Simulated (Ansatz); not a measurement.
The system is Li2Se.

```
Se Li
1.0
     0.00000    3.00250    3.00250
     3.00250    0.00000    3.00250
     3.00250    3.00250    0.00000
Se Li
1 2
Direct
  0.00000 0.00000 0.00000
  0.75000 0.75000 0.75000
  0.25000 0.25000 0.25000
```

Base run:

```yaml
Program: Ansatz 0.2.0
Functional: PBE
Potentials_or_basis: Ansatz PAW
Cutoff: 420 eV
Density_cutoff: 1680 eV
k_mesh: 8 × 8 × 8
Occupations: fermi-dirac, width 0.05 eV
Spin: no spin polarisation
```

Its results: band gap on the k mesh 2.98 eV, indirect (least direct gap 3.38 eV).

The run is repeated on the same cell with these changes: functional from PBE to HSE06 form with a typed share of exact exchange; k mesh from 8 × 8 × 8 to 4 × 4 × 4. What comes out?

Band gap on the k mesh 3.30 eV, indirect (least direct gap 3.77 eV).

Several settings changed at once, so the effect can't be laid on one alone.

Caveats: some runs use coarse meshes.

A k mesh can miss the band edges.

Not every run made on this cell is shown here.
